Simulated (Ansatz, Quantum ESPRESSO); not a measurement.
# 2H-MoS2: the 4πα/A, ions held at a withheld member of a series

How the rows were computed: Quantum ESPRESSO 7.5, PBE-D3(BJ), GBRV ultrasoft. Free-standing symmetric slabs with 16 Å of vacuum in the starting cell; all atoms relax without a field to tight forces. A sawtooth field of 0.1 V/Å with dipole correction is then applied with the ions held (f1) and with the ions free (r1). Fixed occupations. The series steps the number of layers.

| number of layers | 4πα/A, ions held (Å) |
| --- | --- |
| 1 layers | 5.081 |
| 2 layers | 10.278 |
| 3 layers | 15.453 |
| 4 layers | 20.641 |

One more run was made and is withheld. What is the 4πα/A, ions held at 5 layers?

By hand: The rows at 3 layers and 4 layers give a slope of (20.641 − (15.453))/(4 − (3)) = 5.188, so a straight line gives 25.829 Å. A parabola through these and the row at 2 layers gives 25.842 Å.

**Check.** 25.829 Å. The line misses by 0.000 and the parabola by +0.013 Å. Both misses are under 5 % of the step from the nearer row.

Caveats: Surface layers answer otherwise than the interior, so permittivities come from the slope against thickness; semilocal gaps overscreen; 1×1 cells forbid distortions that need a larger cell. Members without a usable value, or on the other side of zero field or charge, are not listed.
